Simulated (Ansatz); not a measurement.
# In (Im-3m) in Ansatz: convergence with wavefunction cutoff

Aim: find how far wavefunction cutoff must go before the results for In settle, at LDA. This setting moves, with any that are tied to it; all else stays.

Everything below comes from runs of Ansatz 0.2.0. Logs are shortened: lines on timing, memory, paths and dates and some standing lists are left out, and cuts for length are marked.

## Step 1: The structure

It takes space group Im-3m (No. 229, cubic). Conventional cell: a = 3.765 Å, b = 3.765 Å, c = 3.765 Å, α = 90.00°, β = 90.00°, γ = 90.00°. In (site symmetry m-3m) has 8 In at 3.26 Å as nearest neighbours.

This isn't the form of In at room conditions, which is tetragonal.

## Step 2: With wavefunction cutoff 200 eV

Input file input.yaml:

```yaml
crystal:
  lattice:
    - [-1.88252524, 1.88252524, 1.88252524]
    - [1.88252524, -1.88252524, 1.88252524]
    - [1.88252524, 1.88252524, -1.88252524]
  atoms:
    - { symbol: In, position: [0.0, 0.0, 0.0] }
hamiltonian:
  xc: lda
  pseudopotentials: { kind: paw_fr }
magnetization:
  noncollinear: true
  spin_orbit: true
kpoints:
  mp_grid: { grid: [8, 8, 8] }
scf:
  occupations: { method: methfessel_paxton, width: 0.05 }
output:
  forces: true
  stress: true
  eigenvalues: true
basis:
  ecutwfc: "200 eV"
```

Potentials or basis: Ansatz PAW.

On the command line:

```sh
ansatz run input.yaml --threads 2 --pin off --max-ram 5632MiB --backend cpu --events-out ev --progress --plain --runs-dir out
```

Standard output:

```text
Warning: basis.ecutwfc = 200 eV is below the records' recommended 420 eV, and the density's cutoff is lower with it unless basis.ecutrho_ratio is high enough to keep the records' density cutoff: compare with a run at a higher cutoff
Warning: RAYON_NUM_THREADS=2 ignored (pool sized by the plan → 2); use --threads N
Engine: ansatz 0.2.0, x86_64-unknown-linux-gnu
Pseudopotentials: kind: paw_fr
Pseudopotential: In, paw_fr, valence charge 13, recommended cutoff 420 eV (normal), In.paw.azcp#standard-fr
Functional definition: SPW92
  exchange = slater_x
  correlation = pw_c
non-collinear run that drives no moment, with spin-orbit: no starting moment large enough to seed its density (crystal.atoms[].spin), no starting occupations that ask for one, no magnetisation constraint and no magnetic field, so the semilocal B_xc is pinned to zero
Crystal: 1 atoms, lattice volume = 26.686 Å³
Basis set: ecut = 200 eV, 177 PW (Γ)
Bands: 22, of which v1, the nominal top of the filled ones, is band 13 counted from 1 (12 counted from 0)
Symmetry: 48 space group operations + 48 with time reversal
Magnetic group: BNS 229.141 (UNI 1643), of the structure as read, at distance tolerance 3.0e-5 Å
k-points: 29 of 512
Projection manifold: j_resolved (fully-relativistic pseudo-atomic orbitals)
Non-local potential: In, projectors of the file, l = 0: 2, l = 1: 4, l = 2: 4, l = 3: 4
PAW form: soft (Blöchl's): semilocal exchange-correlation on the pseudo side does not see the compensation charge
PAW frozen core: In, regenerated for the run's functional, and the local potential with it (the file was generated under x = pbe(κ = 0.804, μ = 0.2195149727645171), c = pbe(β = 0.06672455060314922))
PAW one-centre angular grid: In, 590 points (default); XC on 64 Gauss nodes
Initial density: superposition of atomic densities (chi_scale 0.1, normalization cell)
Initial wavefunctions: pseudopotential atomic-orbital guess
Functional: x = slater, c = lda
SCF iter   1: F=—  HF=-5451.969847 eV  |F-HF|=—  |Δ(HF+E_count)|=         —  Δρ=9.63e-2  dr2=1.43e0  dr2_m=0.00e0 (ungated)  ethr=3.10e-3  |M|=0.00e0 ∫|m|=0.00e0 μB  |m|>n=0.0e0 m-floor=0.0e0 τ_xc=0.0e0  β_m=0.30  ⟨swp⟩=6.9  Hψ=1768  notcnv=0  defer=4
preconditioner: auto → Kerker (q_TF=auto, 2.420 Å⁻¹)  [metal: Δε(μ)=0.011 eV  Ē_g=18.891 eV  σ=0.050 eV  W_gap=0.18  n_scr=12 (ndim 8)  ℏωp=25.9 eV  f_vac=0.000  D(μ)=2.33/eV (n_scr^D=18)]
spin=Noncollinear: Kerker preconditioning applied to the charge; magnetization (m_x, m_y, m_z) channels mix plain (no charge-response kernel on spin).
SCF iter   2: F=—  HF=-5451.412712 eV  |F-HF|=—  |Δ(HF+E_count)|=   5.57e-1  S|Δr|=    0.00e0  Δρ=6.00e-2  dr2=5.35e-1  dr2_m=0.00e0 (ungated)  ethr=3.10e-3  |M|=0.00e0 ∫|m|=0.00e0 μB  |m|>n=0.0e0 m-floor=0.0e0 τ_xc=0.0e0  β_m=0.53  ⟨swp⟩=2.9  Hψ=695  notcnv=0  defer=94
preconditioner: auto → none  [insulator: Δε(μ)=0.056 eV  Ē_g=19.450 eV  σ=0.050 eV  W_gap=0.70  n_scr=12 (ndim 8)  ℏωp=25.9 eV  f_vac=0.000  D(μ)=1.56/eV (n_scr^D=12)  ε∞_Penn≈2.8]
SCF iter   3: F=—  HF=-5451.089940 eV  |F-HF|=—  |Δ(HF+E_count)|=   3.23e-1  S|Δr|=    0.00e0  Δρ=3.62e-3  dr2=1.14e-3  dr2_m=0.00e0 (ungated)  ethr=3.10e-3  |M|=0.00e0 ∫|m|=0.00e0 μB  |m|>n=0.0e0 m-floor=0.0e0 τ_xc=0.0e0  β_m=0.76  ⟨swp⟩=2.0  Hψ=609  notcnv=0  defer=100
SCF iter   4: F=—  HF=-5451.094037 eV  |F-HF|=—  |Δ(HF+E_count)|=   4.10e-3  S|Δr|=    0.00e0  Δρ=1.23e-3  dr2=2.86e-4  dr2_m=0.00e0 (ungated)  ethr=8.74e-6  |M|=0.00e0 ∫|m|=0.00e0 μB  |m|>n=0.0e0 m-floor=0.0e0 τ_xc=0.0e0  β_m=0.85  ⟨swp⟩=2.0  Hψ=543  notcnv=0  defer=100
SCF iter   5: F=—  HF=-5451.093997 eV  |F-HF|=—  |Δ(HF+E_count)|=   3.94e-5  S|Δr|=    0.00e0  Δρ=6.88e-5  dr2=7.59e-7  dr2_m=0.00e0 (ungated)  ethr=2.20e-6  |M|=0.00e0 ∫|m|=0.00e0 μB  |m|>n=0.0e0 m-floor=0.0e0 τ_xc=0.0e0  β_m=0.88  ⟨swp⟩=2.0  Hψ=448  notcnv=0  defer=100
SCF iter   6: F=—  HF=-5451.093997 eV  |F-HF|=—  |Δ(HF+E_count)|=   9.31e-7  S|Δr|=    0.00e0  Δρ=5.05e-6  dr2=4.10e-9  dr2_m=0.00e0 (ungated)  ethr=7.69e-10  |M|=0.00e0 ∫|m|=0.00e0 μB  |m|>n=0.0e0 m-floor=0.0e0 τ_xc=0.0e0  β_m=0.89  ⟨swp⟩=8.2  Hψ=1513  notcnv=0
SCF iter   7: F=-5451.093997 eV  HF=-5451.093997 eV  |F-HF|=5.46e-12  |Δ(HF+E_count)|=  8.97e-10  S|Δr|=    0.00e0  Δρ=2.83e-7  dr2=1.40e-11  dr2_m=0.00e0 (ungated)  ethr=3.16e-11  |M|=0.00e0 ∫|m|=0.00e0 μB  |m|>n=0.0e0 m-floor=0.0e0 τ_xc=0.0e0  ⟨swp⟩=1.0  Hψ=884  notcnv=0
SCF 1 converged in 7 iterations: F = -5451.093997 eV  dr2 = 1.40e-11
SCF converged after 7 iterations
Stability not checked: this state was not tested for a lower state beside it, because cold or Methfessel-Paxton smearing, or corrected tetrahedra, fill the levels in a way that the test cannot read (fill_not_monotonic; see scf.lower_state_search)
Magnetization: |M| = 0.0000 μB,  M = (+0.0000, +0.0000, +0.0000) μB
Absolute magnetization: 0.0000 μB (∫|m|)
  site 0: m = (+0.0000, +0.0000, +0.0000) μB, |m| = 0.0000 μB  (R = 1.35 Å)
Free energy (F): -5451.093997 eV
Harris-Foulkes:  -5451.093997 eV  (|F-HF|=5.46e-12)
Internal energy: -5451.093920 eV  (E = F + TS)
E sigma→0 (E₀):  -5451.093977 eV
Entropy (-TS):   -0.000077 eV (-0.077 meV/atom)
Fermi energy:    9.797777 eV
--- Per-component energies (eV) ---
  E_band       = -38.595593
  E_kinetic    = 273.386992
  E_local      = -1073.649874  (includes V_loc(G=0)·N_el)
  E_nonlocal   = 337.203839
  E_hartree    = 410.577014
  E_xc         = -220.721057
  E_vxc        = -109.263184  (∫ρ·V_xc dr)
  E_paw        = -4002.073363  (= ΣΔE_a)
  E_vpaw       = -287.427866  (= ΣTr[D̂ρ^β])
  E_aug_tail   = 0.000332  (compensation charges beyond the density's cutoff)
  E_ewald      = -1176.109129
  E_core_change = 0.291326  (= ΣΔE_core)
  E_smearing   = -0.000077  (= −TS)
  E_closure    = 0.000000  (closes the sum)
  Σ components = -5451.093997   (vs F -5451.093997, Δ=0.00e0)
--- Forces (eV/Å), atoms counted from 1 ---
  atom   1  In     0.00000000    -0.00000000     0.00000000
  max |Σ_I F_I| component: 6.18e-30 eV/Å
--- Stress (GPa, compression-positive) ---
       -3.794689      -0.000000       0.000000
        0.000000      -3.794689      -0.000000
       -0.000000      -0.000000      -3.794689
  P = ⅓ Tr σ = -3.7947 GPa (-37.947 kbar)
--- Band table (eV; the first three rows and the last of 29) ---
  k-point 0: bands = ["-6.3116", "-6.3116", "-6.3116", "-6.3116", "-5.4587", "-5.4587", "-5.3880", "-5.3880", "-5.3880", "-5.3880", "0.1403", "0.1403", "19.8579", "19.8579", "20.9809", "20.9809", "20.9809", "20.9809", "22.7302", "22.7302", "22.7306", "22.7306"]
  k-point 1: bands = ["-6.2691", "-6.2691", "-6.1943", "-6.1943", "-5.4061", "-5.4061", "-5.3169", "-5.3169", "-5.2594", "-5.2594", "0.5005", "0.5005", "17.5821", "17.5821", "19.2403", "19.2403", "19.9896", "19.9896", "21.4563", "21.4563", "21.7630", "21.7630"]
  k-point 2: bands = ["-6.1565", "-6.1565", "-6.0822", "-6.0822", "-5.2720", "-5.2720", "-5.2122", "-5.2122", "-5.0081", "-5.0081", "1.5910", "1.5910", "13.3630", "13.3630", "17.4051", "17.4051", "18.4729", "18.4729", "20.4345", "20.4345", "20.7072", "20.7072"]
  k-point 28: bands = ["-5.9990", "-5.9990", "-5.9990", "-5.9990", "-4.8741", "-4.8741", "-4.8741", "-4.8741", "-4.5316", "-4.5316", "10.0640", "10.0640", "10.7373", "10.7373", "11.2834", "11.2834", "11.2834", "11.2834", "15.0548", "15.0548", "15.0548", "15.0548"]
```

Wall time 2.1 s (2 threads of Intel Xeon at 2.50GHz (Skylake/Cascade Lake), shared host); peak memory 0.32 GiB.

Results:

```yaml
Free_energy: -5451.0940 eV
Pressure: -3.8 GPa
Band_gap_on_the_k_mesh: none (metal or under the smearing width)
```

## Step 3: With wavefunction cutoff 250 eV

input.yaml: that of step 2 with these lines changed.

```diff
@@ -22,2 +22,2 @@
 basis:
-  ecutwfc: "200 eV"
+  ecutwfc: "250 eV"
```

Potentials or basis: Ansatz PAW.

On the command line:

```sh
ansatz run input.yaml --threads 2 --pin off --max-ram 5632MiB --backend cpu --events-out ev --progress --plain --runs-dir out
```

It took 2.3 s on 2 threads of Intel Xeon at 2.50GHz (Skylake/Cascade Lake), shared host; peak memory 0.33 GiB.

What came out:

```
Free energy            : -5458.0140 eV
Pressure               : -2.5 GPa
Band gap on the k mesh : none (metal or under the smearing width)
```

## Step 4: With wavefunction cutoff 300 eV

input.yaml: that of step 3 with these lines changed.

```diff
@@ -22,2 +22,2 @@
 basis:
-  ecutwfc: "250 eV"
+  ecutwfc: "300 eV"
```

On the command line:

```sh
ansatz run input.yaml --threads 2 --pin off --max-ram 5632MiB --backend cpu --events-out ev --progress --plain --runs-dir out
```

Wall time 2.9 s (2 threads of Intel Xeon at 2.50GHz (Skylake/Cascade Lake), shared host); peak memory 0.34 GiB.

What came out:

| Quantity | Value |
| --- | --- |
| Free energy | -5458.8695 eV |
| Pressure | -3.0 GPa |
| Band gap on the k mesh | none (metal or under the smearing width) |

## Step 5: With wavefunction cutoff 350 eV

input.yaml: that of step 4 with these lines changed.

```diff
@@ -22,2 +22,2 @@
 basis:
-  ecutwfc: "300 eV"
+  ecutwfc: "350 eV"
```

On the command line:

```sh
ansatz run input.yaml --threads 2 --pin off --max-ram 5632MiB --backend cpu --events-out ev --progress --plain --runs-dir out
```

Wall time 3.4 s (2 threads of Intel Xeon at 2.50GHz (Skylake/Cascade Lake), shared host); peak memory 0.35 GiB.

What came out:

* Free energy: -5458.9362 eV
* Pressure: -2.9 GPa
* Band gap on the k mesh: none (metal or under the smearing width)

## Step 6: With wavefunction cutoff 400 eV

input.yaml: that of step 5 with these lines changed.

```diff
@@ -22,2 +22,2 @@
 basis:
-  ecutwfc: "350 eV"
+  ecutwfc: "400 eV"
```

Potentials or basis: Ansatz PAW.

On the command line:

```sh
ansatz run input.yaml --threads 2 --pin off --max-ram 5632MiB --backend cpu --events-out ev --progress --plain --runs-dir out
```

Run time: 3.7 s. Hardware: 2 threads of Intel Xeon at 2.50GHz (Skylake/Cascade Lake), shared host; peak memory 0.36 GiB.

It converged, with:

- Free energy: -5458.9380 eV
- Pressure: -3.0 GPa
- Band gap on the k mesh: none (metal or under the smearing width)

## Step 7: With wavefunction cutoff 450 eV

input.yaml: that of step 6 with these lines changed.

```diff
@@ -22,2 +22,2 @@
 basis:
-  ecutwfc: "400 eV"
+  ecutwfc: "450 eV"
```

On the command line:

```sh
ansatz run input.yaml --threads 2 --pin off --max-ram 5632MiB --backend cpu --events-out ev --progress --plain --runs-dir out
```

Run time: 3.9 s. Hardware: 2 threads of Intel Xeon at 2.50GHz (Skylake/Cascade Lake), shared host; peak memory 0.37 GiB.

It converged, with:

| Quantity | Value |
| --- | --- |
| Free energy | -5458.9386 eV |
| Pressure | -3.0 GPa |
| Band gap on the k mesh | none (metal or under the smearing width) |

## Step 8: With wavefunction cutoff 500 eV

input.yaml: that of step 7 with these lines changed.

```diff
@@ -22,2 +22,2 @@
 basis:
-  ecutwfc: "450 eV"
+  ecutwfc: "500 eV"
```

On the command line:

```sh
ansatz run input.yaml --threads 2 --pin off --max-ram 5632MiB --backend cpu --events-out ev --progress --plain --runs-dir out
```

Wall time 4.2 s (2 threads of Intel Xeon at 2.50GHz (Skylake/Cascade Lake), shared host); peak memory 0.39 GiB.

The run converged. Its results:

```yaml
Free_energy: -5458.9388 eV
Pressure: -3.0 GPa
Band_gap_on_the_k_mesh: none (metal or under the smearing width)
```

## Step 9: With wavefunction cutoff 600 eV

input.yaml: that of step 8 with these lines changed.

```diff
@@ -22,2 +22,2 @@
 basis:
-  ecutwfc: "500 eV"
+  ecutwfc: "600 eV"
```

Potentials or basis: Ansatz PAW.

On the command line:

```sh
ansatz run input.yaml --threads 2 --pin off --max-ram 5632MiB --backend cpu --events-out ev --progress --plain --runs-dir out
```

Run time: 4.8 s. Hardware: 2 threads of Intel Xeon at 2.50GHz (Skylake/Cascade Lake), shared host; peak memory 0.41 GiB.

Results (log left out):

```yaml
Free_energy: -5458.9392 eV
Pressure: -3.0 GPa
Band_gap_on_the_k_mesh: none (metal or under the smearing width)
```

## Step 10: With wavefunction cutoff 800 eV

input.yaml: that of step 9 with these lines changed.

```diff
@@ -22,2 +22,2 @@
 basis:
-  ecutwfc: "600 eV"
+  ecutwfc: "800 eV"
```

On the command line:

```sh
ansatz run input.yaml --threads 2 --pin off --max-ram 5632MiB --backend cpu --events-out ev --progress --plain --runs-dir out
```

Wall time 6.1 s (2 threads of Intel Xeon at 2.50GHz (Skylake/Cascade Lake), shared host); peak memory 0.45 GiB.

It converged, with:

```yaml
Free_energy: -5458.9394 eV
Pressure: -3.0 GPa
Band_gap_on_the_k_mesh: none (metal or under the smearing width)
```

## Step 11: Summary

```csv
wavefunction cutoff,"energy less the tightest run, at zero smearing (meV/atom)",pressure (GPa),SCF cycles,CPU time (s),peak memory (GiB)
200 eV,7845.29,-3.79,7,3.2,0.32
250 eV,925.46,-2.53,7,3.5,0.33
300 eV,69.89,-2.97,8,4.5,0.34
350 eV,3.26,-2.93,7,5.3,0.35
400 eV,1.41,-2.96,7,6,0.36
450 eV,0.83,-2.96,7,6.4,0.37
500 eV,0.66,-2.96,7,6.9,0.39
600 eV,0.24,-2.96,7,8.2,0.41
800 eV,0.00,-2.96,7,11,0.45
```

Against the tightest run, the energy stays within 1 meV/atom from 450 eV on; the pressure stays within 0.1 GPa from 300 eV on. The tightest run that finished is the yardstick and may itself not be fully converged.

Caveats: the PAW data sets come from PBE, with cores solved anew for the run's functional, which leaves a small shift of forces and pressure.
